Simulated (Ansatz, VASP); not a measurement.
# LiH: VASP beside Ansatz, part 2 of 2

Aim: how closely do two programs agree when they are given the same cell, functional and k mesh? The cell is taken from a series of VASP runs on this material, whose earlier steps may have relaxed, scaled or displaced it; both programs get it as it stands.

VASP 6.6.1 and Ansatz 0.2.0.

So far: Starting point; Ansatz: zone-centre phonons, LDA.

## Step 3: VASP: zone-centre phonons, LDA

Level of this step: LDA; plane waves and PAW (Li_sv, H) (VASP).

The same cell, functional (in two slightly different forms) and mesh now go to VASP, with its own data sets and cutoff.

Lines of VASP's logs that name or quote its potential files are left out, and so is its time.

File INCAR:

```
SYSTEM = LiH
PREC = Accurate
ENCUT = 700
EDIFF = 1E-08
NELM = 100
ISMEAR = 0
SIGMA = 0.03
LREAL = .FALSE.
ALGO = Normal
GGA = CA
NBANDS = 8
LORBIT = 11
LWAVE = .FALSE.
LCHARG = .FALSE.
KPAR = 4
IBRION = 8
LEPSILON = .TRUE.
LPEAD = .TRUE.
ISIF = 2
```

File POSCAR:

```
LiH
1.0
    0.0000000000      1.9309490410      1.9309490410
    1.9309490410      0.0000000000      1.9309490410
    1.9309490410      1.9309490410      0.0000000000
Li H
1 1
Direct
    0.0000000000      0.0000000000      0.0000000000
    0.5000000000      0.5000000000      0.5000000000
```

File KPOINTS:

```
Automatic mesh
0
Gamma
18 18 18
0 0 0
```

The projector-augmented-wave data sets are Li_sv and H (LDA family, release 64).

Launch:

```console
mpirun -np 4 vasp_std
```

Output:

```text
[banner, memory and clock lines left out]
running    4 mpi-ranks, on    1 nodes
 distrk:  each k-point on    1 cores,    4 groups
 distr:  one band on    1 cores,    1 groups

 POSCAR found type information on POSCAR LiH
 POSCAR found :  2 types and       2 ions
 LDA part: xc-table for (Slater(with rela. corr.)+CA(PZ))
 , standard interpolation
 POSCAR, INCAR and KPOINTS ok, starting setup
 FFT: planning ... GRIDC
 FFT: planning ... GRID_SOFT
 FFT: planning ... GRID
 WAVECAR not read
 entering main loop
       N       E                     dE             d eps       ncg     rms          rms(c)
DAV:   1    -0.249189429744E+01   -0.24919E+01   -0.17848E+03  3160   0.554E+02
DAV:   2    -0.670774311848E+01   -0.42158E+01   -0.40702E+01  4432   0.517E+01
DAV:   3    -0.675555771062E+01   -0.47815E-01   -0.47815E-01  3768   0.550E+00
DAV:   4    -0.675579142887E+01   -0.23372E-03   -0.23372E-03  4912   0.314E-01
DAV:   5    -0.675579284886E+01   -0.14200E-05   -0.14200E-05  3800   0.883E-03    0.289E+00
DAV:   6    -0.656035188043E+01    0.19544E+00   -0.17178E-01  3776   0.137E+00    0.143E+00
DAV:   7    -0.649313085863E+01    0.67221E-01   -0.21173E-01  4320   0.165E+00    0.211E-01
DAV:   8    -0.649385410443E+01   -0.72325E-03   -0.29596E-03  3472   0.408E-01    0.466E-02
DAV:   9    -0.649378940505E+01    0.64699E-04   -0.23081E-04  4600   0.698E-02    0.382E-03
DAV:  10    -0.649378928556E+01    0.11949E-06   -0.42229E-06  3640   0.176E-02    0.264E-03
DAV:  11    -0.649378933616E+01   -0.50593E-07   -0.71211E-08  4968   0.168E-03    0.279E-04
DAV:  12    -0.649378934094E+01   -0.47869E-08   -0.28479E-09  3192   0.418E-04
   1 F= -.64937893E+01 E0= -.64937893E+01  d E =-.210566E-11
 Linear response reoptimize wavefunctions to high precision
DAV:   1    -0.649378934177E+01   -0.82389E-09   -0.21477E-09  4408   0.246E-04
DAV:   2    -0.649378934177E+01   -0.39222E-11   -0.39641E-11  2088   0.547E-05
 Linear response to external field (no local field effect), progress :
  Direction:   1
       N       E                     dE             d eps       ncg     rms          rms(c)
RMM:   1    -0.777222923632E-01   -0.77722E-01    0.48253E-02  1042   0.309E+00
RMM:   2    -0.920616226202E-01   -0.14339E-01   -0.70195E-03  1345   0.653E-01
RMM:   3    -0.943102607473E-01   -0.22486E-02   -0.26514E-03  1430   0.267E-01
RMM:   4    -0.949207788519E-01   -0.61052E-03   -0.74309E-04  1353   0.103E-01
RMM:   5    -0.950253484294E-01   -0.10457E-03   -0.86195E-05  1302   0.249E-02
RMM:   6    -0.950299507686E-01   -0.46023E-05   -0.73282E-05  1286   0.733E-03
RMM:   7    -0.950303817722E-01   -0.43100E-06   -0.18882E-05  1225   0.212E-03
RMM:   8    -0.950304102283E-01   -0.28456E-07   -0.14415E-05  1119   0.705E-04
RMM:   9    -0.950304112335E-01   -0.10052E-08   -0.14745E-05   966   0.255E-04
RMM:  10    -0.950304046487E-01    0.65847E-08   -0.46110E-06   633   0.822E-05
RMM:  11    -0.950303980131E-01    0.66356E-08   -0.13262E-06   322   0.340E-05
RMM:  12    -0.950303834439E-01    0.14569E-07   -0.15538E-07   111   0.230E-05
RMM:  13    -0.950303790473E-01    0.43966E-08   -0.92731E-10    32   0.211E-05
 change of polarisation eV/A/(eV/A) component  1 :     0.190    -0.102    -0.121
 dielectric tensor                  component  1 :     3.388    -1.286    -1.525
 Linear response to external field (no local field effect), progress :
  Direction:   2
       N       E                     dE             d eps       ncg     rms          rms(c)
RMM:   1    -0.410174119088E-01   -0.41017E-01    0.13240E-01  1037   0.330E+00
RMM:   2    -0.552556189213E-01   -0.14238E-01   -0.35479E-03  1392   0.693E-01
RMM:   3    -0.577681509210E-01   -0.25125E-02   -0.26030E-03  1493   0.305E-01
RMM:   4    -0.584760759813E-01   -0.70793E-03   -0.87026E-04  1431   0.122E-01
RMM:   5    -0.586028653734E-01   -0.12679E-03   -0.71354E-05  1395   0.293E-02
RMM:   6    -0.586071475072E-01   -0.42821E-05   -0.46033E-06  1385   0.807E-03
RMM:   7    -0.586074297913E-01   -0.28228E-06   -0.21200E-05  1378   0.251E-03
RMM:   8    -0.586074573418E-01   -0.27551E-07   -0.18537E-05  1268   0.785E-04
RMM:   9    -0.586074592323E-01   -0.18905E-08   -0.14919E-05  1104   0.291E-04
RMM:  10    -0.586074548882E-01    0.43441E-08   -0.72594E-06   704   0.942E-05
RMM:  11    -0.586074435905E-01    0.11298E-07   -0.15342E-06   336   0.346E-05
RMM:  12    -0.586074315771E-01    0.12013E-07   -0.21764E-07   116   0.239E-05
RMM:  13    -0.586074289847E-01    0.25924E-08   -0.31170E-08    48   0.217E-05
 change of polarisation eV/A/(eV/A) component  2 :    -0.102     0.117     0.139
 dielectric tensor                  component  2 :    -1.286     2.473     1.752
 Linear response to external field (no local field effect), progress :
  Direction:   3
       N       E                     dE             d eps       ncg     rms          rms(c)
RMM:   1    -0.330097760170E+00   -0.33010E+00   -0.13367E+00  1072   0.319E+00
RMM:   2    -0.348332187291E+00   -0.18234E-01   -0.10854E-02  1391   0.674E-01
RMM:   3    -0.350406208536E+00   -0.20740E-02   -0.29117E-03  1447   0.244E-01
RMM:   4    -0.350859156567E+00   -0.45295E-03   -0.46503E-04  1363   0.828E-02
RMM:   5    -0.350950960266E+00   -0.91804E-04   -0.80175E-05  1352   0.229E-02
RMM:   6    -0.350954133856E+00   -0.31736E-05   -0.87972E-05  1296   0.608E-03
[...]
RMM:  13    -0.350954273924E+00    0.61321E-08   -0.17705E-11    23   0.219E-05
 change of polarisation eV/A/(eV/A) component  3 :    -0.121     0.139     0.702
 dielectric tensor                  component  3 :    -1.525     1.752     9.821
 Linear response to external field, progress :
  Direction:   1
       N       E                     dE             d eps       ncg     rms          rms(c)
RMM:   1    -0.149621673786E+00   -0.14962E+00   -0.38534E-01  2585   0.319E+00
RMM:   2    -0.165230295871E+00   -0.15609E-01   -0.71405E-03  3373   0.673E-01    0.509E-01
RMM:   3    -0.166155250795E+00   -0.92495E-03   -0.33624E-03 12763   0.324E-01    0.300E-01
RMM:   4    -0.176862947696E+00   -0.10708E-01   -0.19091E-03 14350   0.246E-01    0.181E-02
RMM:   5    -0.177615356882E+00   -0.75241E-03   -0.13822E-04 16090   0.538E-02    0.666E-03
RMM:   6    -0.177614869251E+00    0.48763E-06   -0.10481E-04 16841   0.111E-02    0.972E-04
RMM:   7    -0.177596354389E+00    0.18515E-04   -0.36138E-05 17209   0.331E-03    0.240E-04
RMM:   8    -0.177595867497E+00    0.48689E-06   -0.16955E-05 17243   0.109E-03    0.337E-05
RMM:   9    -0.177595361388E+00    0.50611E-06   -0.16017E-05 16929   0.368E-04    0.976E-06
 change of polarisation eV/A/(eV/A) component  1 :     0.325    -0.044    -0.033
 dielectric tensor                  component  1 :     5.089    -0.556    -0.416
 Linear response to external field, progress :
  Direction:   2
       N       E                     dE             d eps       ncg     rms          rms(c)
RMM:   1    -0.149613833897E+00   -0.14961E+00   -0.38534E-01  2585   0.319E+00
RMM:   2    -0.165215663485E+00   -0.15602E-01   -0.71411E-03  3373   0.673E-01    0.509E-01
RMM:   3    -0.166140458602E+00   -0.92480E-03   -0.33627E-03 12773   0.324E-01    0.300E-01
RMM:   4    -0.176848157782E+00   -0.10708E-01   -0.19093E-03 14392   0.246E-01    0.181E-02
RMM:   5    -0.177601136037E+00   -0.75298E-03   -0.14128E-04 16128   0.538E-02    0.666E-03
RMM:   6    -0.177600216154E+00    0.91988E-06   -0.82118E-05 16875   0.111E-02    0.969E-04
RMM:   7    -0.177581634145E+00    0.18582E-04   -0.43801E-05 17244   0.332E-03    0.242E-04
RMM:   8    -0.177581055262E+00    0.57888E-06   -0.30960E-05 17309   0.110E-03    0.347E-05
RMM:   9    -0.177580539616E+00    0.51565E-06   -0.18948E-05 17052   0.368E-04    0.964E-06
 change of polarisation eV/A/(eV/A) component  2 :    -0.029     0.325    -0.009
 dielectric tensor                  component  2 :    -0.361     5.088    -0.113
 Linear response to external field, progress :
  Direction:   3
       N       E                     dE             d eps       ncg     rms          rms(c)
RMM:   1    -0.149603308627E+00   -0.14960E+00   -0.38537E-01  2585   0.319E+00
RMM:   2    -0.165202652924E+00   -0.15599E-01   -0.71405E-03  3373   0.673E-01    0.509E-01
RMM:   3    -0.166127179563E+00   -0.92453E-03   -0.33624E-03 12774   0.324E-01    0.300E-01
RMM:   4    -0.176834088921E+00   -0.10707E-01   -0.19092E-03 14396   0.246E-01    0.181E-02
RMM:   5    -0.177586969081E+00   -0.75288E-03   -0.14119E-04 16131   0.538E-02    0.666E-03
RMM:   6    -0.177586141582E+00    0.82750E-06   -0.10459E-04 16877   0.113E-02    0.968E-04
RMM:   7    -0.177567963287E+00    0.18178E-04   -0.33654E-05 17233   0.332E-03    0.238E-04
RMM:   8    -0.177566878410E+00    0.10849E-05   -0.23338E-05 17331   0.110E-03    0.339E-05
RMM:   9    -0.177566443875E+00    0.43454E-06   -0.12818E-05 16980   0.354E-04    0.935E-06
 change of polarisation eV/A/(eV/A) component  3 :    -0.010    -0.022     0.325
 dielectric tensor                  component  3 :    -0.130    -0.271     5.088
 Linear response DOF=           2
 Linear response progress:
  Degree of freedom:   1/  2
       N       E                     dE             d eps       ncg     rms          rms(c)
RMM:   1    -0.169155522053E+00   -0.16916E+00    0.57237E+00  9459   0.227E+01
RMM:   2    -0.177689487112E+00   -0.85340E-02   -0.16409E-02 13590   0.120E+00    0.402E-02
RMM:   3    -0.177667764984E+00    0.21722E-04   -0.49681E-04 16557   0.157E-01    0.216E-02
RMM:   4    -0.177609765937E+00    0.57999E-04   -0.45424E-05 16723   0.380E-02    0.216E-03
RMM:   5    -0.177615220660E+00   -0.54547E-05   -0.35686E-06 17639   0.112E-02    0.676E-04
RMM:   6    -0.177630080273E+00   -0.14860E-04   -0.33338E-07 17110   0.291E-03    0.635E-05
RMM:   7    -0.177630208629E+00   -0.12836E-06   -0.47379E-08 18111   0.996E-04    0.553E-05
RMM:   8    -0.177632337869E+00   -0.21292E-05   -0.59729E-08 17604   0.397E-04    0.351E-05
RMM:   9    -0.177631438043E+00    0.89983E-06    0.67748E-08 18285   0.166E-04    0.492E-06
RMM:  10    -0.177631514711E+00   -0.76668E-07   -0.11309E-08 19311   0.701E-05    0.129E-06
RMM:  11    -0.177631546041E+00   -0.31330E-07   -0.15239E-08 19292   0.337E-05    0.247E-07
RMM:  12    -0.177631544652E+00    0.13882E-08    0.10931E-09 16180   0.195E-05    0.132E-07
 first order change of Fermi-energy  -0.18739E-03
 force on displaced ion       1 direction 1 :  -1.524   0.000   0.000
 Born effective charge ion    1 direction 1 :   1.023   0.000   0.000
 Linear response progress:
  Degree of freedom:   2/  2
       N       E                     dE             d eps       ncg     rms          rms(c)
RMM:   1    -0.155145627776E-01   -0.15515E-01   -0.56408E-03 17011   0.604E-01
RMM:   2    -0.159051294682E-01   -0.39057E-03   -0.48505E-04 15939   0.988E-02    0.104E-01
RMM:   3    -0.163563895508E-01   -0.45126E-03   -0.64593E-05 15742   0.381E-02    0.607E-02
RMM:   4    -0.173368278923E-01   -0.98044E-03   -0.36946E-05 14702   0.344E-02    0.166E-03
RMM:   5    -0.173494507293E-01   -0.12623E-04   -0.17105E-06 16909   0.689E-03    0.901E-04
RMM:   6    -0.173466998381E-01    0.27509E-05   -0.16578E-07 17213   0.180E-03    0.797E-05
RMM:   7    -0.173470921261E-01   -0.39229E-06   -0.88736E-09 17720   0.444E-04    0.572E-05
RMM:   8    -0.173464137660E-01    0.67836E-06   -0.99178E-10 18006   0.138E-04    0.574E-06
RMM:   9    -0.173464011746E-01    0.12591E-07   -0.40021E-08 18432   0.429E-05    0.377E-06
RMM:  10    -0.173463344002E-01    0.66774E-07   -0.39640E-08 18368   0.158E-05    0.238E-07
RMM:  11    -0.173463371902E-01   -0.27900E-08   -0.16826E-08 16865   0.636E-06    0.238E-07
 first order change of Fermi-energy   0.31471E-03
 force on displaced ion       2 direction 1 :  -1.516   0.000   0.000
 Born effective charge ion    2 direction 1 :  -1.023   0.000   0.000
 Born effective charges drift removed
 Linear response finished
```

From OUTCAR (step 3):

```text
ion  position               nearest neighbor table
   1  0.000  0.000  0.000-
   2  0.500  0.500  0.500-

  LATTYP: Found a face centered cubic cell.
 ALAT       =     3.8618980820

 Subroutine GETGRP returns: Found 48 space group operations
 (whereof 48 operations were pure point group operations)

The static configuration has the point symmetry O_h .

 Found    195 irreducible k-points:

   k-points           NKPTS =    195   k-points in BZ     NKDIM =    195   number of bands    NBANDS=      8

   dimension x,y,z NGX =    24 NGY =   24 NGZ =   24
   dimension x,y,z NGXF=    48 NGYF=   48 NGZF=   48

   ENCUT  =  700.0 eV  51.45 Ry    7.17 a.u.   5.89  5.89  5.89*2*pi/ulx,y,z

   NELECT =       4.0000    total number of electrons

 k-points in reciprocal lattice and weights: Automatic mesh
   0.00000000  0.00000000  0.00000000       0.000
   0.05555556  0.00000000  0.00000000       0.001
   0.11111111  0.00000000  0.00000000       0.001
   0.16666667  0.00000000  0.00000000       0.001
   0.22222222  0.00000000  0.00000000       0.001
   0.27777778  0.00000000  0.00000000       0.001
   0.33333333  0.00000000  0.00000000       0.001
   0.38888889  0.00000000  0.00000000       0.001
   0.44444444  0.00000000  0.00000000       0.001
[...]
-0.27777778  0.44444444  0.22222222       0.004
  -0.27777778  0.50000000  0.22222222       0.002

 average (electrostatic) potential at core
       1 -65.3593       2 -33.2106

  Total        0.1173069      0.1173069      0.1173069     -0.0000000     -0.0000000      0.0000000
  in kB       13.0524412     13.0524412     13.0524412     -0.0000000     -0.0000000      0.0000000
  external PRESSURE =      13.0524412 kB  Pullay stress =       0.0000000 kB

  energy-cutoff  :      700.00
  volume of cell :       14.40
      direct lattice vectors                 reciprocal lattice vectors
     0.000000000  1.930949041  1.930949041    -0.258940029  0.258940029  0.258940029
     1.930949041  0.000000000  1.930949041     0.258940029 -0.258940029  0.258940029
     1.930949041  1.930949041  0.000000000     0.258940029  0.258940029 -0.258940029

 POSITION                                       TOTAL-FORCE (eV/Angst)
 -----------------------------------------------------------------------------------
      0.00000      0.00000      0.00000        -0.000000      0.000000     -0.000000
      1.93095      1.93095      1.93095         0.000000     -0.000000      0.000000
 -----------------------------------------------------------------------------------
    total drift:                                0.000000     -0.000000     -0.000000

 MACROSCOPIC STATIC DIELECTRIC TENSOR (including local field effects in DFT)
 ------------------------------------------------------
           5.088341    -0.000000     0.000000
           0.000000     5.088341     0.000000
          -0.000000    -0.000000     5.088341
 ------------------------------------------------------

 PIEZOELECTRIC TENSOR (including local field effects)  for field in x, y, z        (C/m^2)
          XX          YY          ZZ          XY          YZ          ZX
  --------------------------------------------------------------------------------
  x     0.00000     0.00000     0.00000     0.00000     0.00000     0.00000
  y     0.00000     0.00000     0.00000     0.00000     0.00000     0.00000
  z     0.00000     0.00000     0.00000     0.00000     0.00000     0.00000

 BORN EFFECTIVE CHARGES (including local field effects) (in |e|, cummulative output)
 ---------------------------------------------------------------------------------
 ion    1
    1     1.02297    -0.00000     0.00000
    2     0.00000     1.02297     0.00000
    3     0.00000     0.00000     1.02297
 ion    2
    1    -1.02297     0.00000    -0.00000
    2    -0.00000    -1.02297     0.00000
    3    -0.00000    -0.00000    -1.02297

 Eigenvectors and eigenvalues of the dynamical matrix
 ----------------------------------------------------

   1 f  =   20.581243 THz   129.315764 2PiTHz  686.516372 cm-1    85.117144 meV
             X         Y         Z           dx          dy          dz
      0.000000  0.000000  0.000000     0.000000    0.354114    0.000000
      1.930949  1.930949  1.930949     0.000000   -0.935202    0.000000

   2 f  =   20.581243 THz   129.315764 2PiTHz  686.516372 cm-1    85.117144 meV
             X         Y         Z           dx          dy          dz
      0.000000  0.000000  0.000000    -0.354114    0.000000    0.000000
      1.930949  1.930949  1.930949     0.935202    0.000000    0.000000

   3 f  =   20.581243 THz   129.315764 2PiTHz  686.516372 cm-1    85.117144 meV
             X         Y         Z           dx          dy          dz
      0.000000  0.000000  0.000000     0.000000    0.000000   -0.354114
      1.930949  1.930949  1.930949     0.000000    0.000000    0.935202

   4 f/i=    0.017188 THz     0.107995 2PiTHz    0.573326 cm-1     0.071083 meV
             X         Y         Z           dx          dy          dz
      0.000000  0.000000  0.000000     0.935202    0.000000    0.000000
      1.930949  1.930949  1.930949     0.354114    0.000000    0.000000

   5 f/i=    0.017188 THz     0.107995 2PiTHz    0.573326 cm-1     0.071083 meV
             X         Y         Z           dx          dy          dz
      0.000000  0.000000  0.000000     0.000000   -0.935202    0.000000
      1.930949  1.930949  1.930949     0.000000   -0.354114    0.000000

   6 f/i=    0.017188 THz     0.107995 2PiTHz    0.573326 cm-1     0.071083 meV
             X         Y         Z           dx          dy          dz
      0.000000  0.000000  0.000000     0.000000    0.000000    0.935202
      1.930949  1.930949  1.930949     0.000000    0.000000    0.354114

 MACROSCOPIC STATIC DIELECTRIC TENSOR IONIC CONTRIBUTION
 ------------------------------------------------------
           8.653684     0.000000     0.000000
           0.000000     8.653684     0.000000
           0.000000     0.000000     8.653684
 ------------------------------------------------------

 ELASTIC MODULI CONTR FROM IONIC RELAXATION (kBar)
 Direction    XX          YY          ZZ          XY          YZ          ZX
 --------------------------------------------------------------------------------
 XX           0.0000      0.0000      0.0000      0.0000      0.0000      0.0000
 YY           0.0000      0.0000      0.0000      0.0000      0.0000      0.0000
 ZZ           0.0000      0.0000      0.0000      0.0000      0.0000      0.0000
 XY           0.0000      0.0000      0.0000      0.0000      0.0000      0.0000
 YZ           0.0000      0.0000      0.0000      0.0000      0.0000      0.0000
 ZX           0.0000      0.0000      0.0000      0.0000      0.0000      0.0000
 --------------------------------------------------------------------------------

 PIEZOELECTRIC TENSOR IONIC CONTR  for field in x, y, z        (C/m^2)
          XX          YY          ZZ          XY          YZ          ZX
  --------------------------------------------------------------------------------
  x     0.00000     0.00000     0.00000     0.00000     0.00000     0.00000
  y     0.00000     0.00000     0.00000     0.00000     0.00000     0.00000
  z     0.00000     0.00000     0.00000     0.00000     0.00000     0.00000
```

## Step 4: Differences

Known differences besides the potentials themselves: the two LDA forms differ slightly; the cutoff is 420 eV in Ansatz and 700 eV in VASP; VASP's log shows a relativistic correction to its local exchange, Ansatz's none. Total energies have different zeros and are not compared.

The two programs side by side:

| quantity | Ansatz | VASP | difference |
| --- | --- | --- | --- |
| ε∞ xx | 5.08 | 5.09 | -0.15 % |
| ε∞ yy | 5.08 | 5.09 | -0.15 % |
| ε∞ zz | 5.08 | 5.09 | -0.15 % |
| Born charge of Li1 (mean of the diagonal) (e) | 1.02 | 1.02 | 0.00 |
| Born charge of H2 (mean of the diagonal) (e) | -1.02 | -1.02 | 0.00 |
| optical mode 1 to 3 (cm⁻¹) | 683.7 | 686.5 | -0.41 % |

Modes are paired by rising frequency and degeneracy, not by their patterns, so a pair may still set unlike modes beside each other.

## Step 5: Other set-ups

Further runs change the set-up of one program: Ansatz's method, potentials or start, or VASP's data sets, cutoff or form of LDA. The table gives Ansatz less VASP for each quantity, since a change that brings one quantity closer may part another.

| run | optical mode 1 to 3 (%) |
| --- | --- |
| as above | -0.41 |
| Ansatz's all-electron LAPW method | -0.40 |

## Step 6: What came out

```
r.m.s. difference of the optical zone-centre modes, each program's sorted by frequency (zone-centre phonons, LDA) : 2.8 cm⁻¹
```

**Reading.** The r.m.s. difference of the optical zone-centre modes, each program's sorted by frequency is 2.8 cm⁻¹ (zone-centre phonons, LDA). For zone-centre phonons, LDA, no further run moves any of the tabulated differences by more than a quarter of its size. Such differences can come from data sets, numerical settings and the points named under the comparisons, not from the functional's error against experiment.

[Lines on the potential files, build, host, timing and source positions are cut from VASP's logs without a mark.]

[Logs are printed without paths, hosts, clocks, repeated set-up lines and the standing remarks that a program may print on its own settings, such as how far it seeks lower states.]

[Hosts, paths, dates, database ids (printed as entryN), source tags and the programs' standing remarks are cut or masked in the printed files.]
